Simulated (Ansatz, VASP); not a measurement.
## Two plane-wave programs on C

INCAR

```
SYSTEM = C
PREC = Accurate
ENCUT = 520
EDIFF = 1E-6
ISMEAR = 0
SIGMA = 0.05
LREAL = .False.
LASPH = .True.
NELM = 80
ALGO = Normal
ISIF = 2
LWAVE = .False.
LCHARG = .False.
GGA = PE
IVDW = 12
NBANDS = 11
```

KPOINTS

```
Automatic mesh
0
Gamma
  15 15 15
  0 0 0
```

File POSCAR:

```
C
1.0
    1.2222687308      0.7056771807      3.3334883167
   -1.2222687308      0.7056771807      3.3334883167
    0.0000000000     -1.4113543615      3.3334883167
C
2
Direct
    0.1741321547      0.1741321547      0.1741321547
    0.8258678453      0.8258678453      0.8258678453
```

Input for Ansatz:

```yaml
crystal:
  lattice:
    - [1.2222687308, 0.7056771807, 3.3334883167]
    - [-1.2222687308, 0.7056771807, 3.3334883167]
    - [0.0, -1.4113543615, 3.3334883167]
  atoms:
    - { symbol: C, position: [0.1741321547, 0.1741321547, 0.1741321547] }
    - { symbol: C, position: [0.8258678453, 0.8258678453, 0.8258678453] }
basis:
  ecutwfc: 520.0
kpoints:
  mp_grid: { grid: [15, 15, 15] }
hamiltonian:
  xc: pbe
  dispersion: d3bj
scf:
  occupations: { method: gaussian, width: 0.05 }
output:
  forces: true
  stress: true
  eigenvalues: true
```

Change from the starting cell: mode 4 frozen in at +0.076 Å, equal normal strain along x, y and z -0.0083.

Alike in both runs: task single point; functional PBE; dispersion D3(BJ); k mesh 15 × 15 × 15; occupations gaussian, width 0.05 eV; no spin polarisation.

|  | VASP | Ansatz |
| --- | --- | --- |
| version | VASP 6.6.1 | Ansatz 0.2.0 |
| potentials or method | VASP PAW PBE potentials, release 64 (C) | scalar-relativistic, plane waves, PAW |
| plane-wave cutoff (eV) | 520 | 520 |
| valence electrons in the cell | 8 | 8 |

```csv
,VASP,Ansatz,Ansatz less VASP
gap on the k mesh at the Fermi level (eV),0.46,0.46,-0.001
least direct gap on the mesh (eV),0.46,0.46,-0.001
pressure (GPa),6.8,6.3,-0.46
largest component of the traceless stress (GPa),9.91,9.37,-0.536
rms of the force components (eV/Å),1.441,1.446,+0.0052
```

Atom by atom the forces differ by 0.005 eV/Å (rms over components).

Caveats: an odd mesh through Γ misses points on the zone boundary, where band edges often lie; forces of over 1 eV/Å show positions far from the minimum, so gaps and moduli don't describe the material at rest.
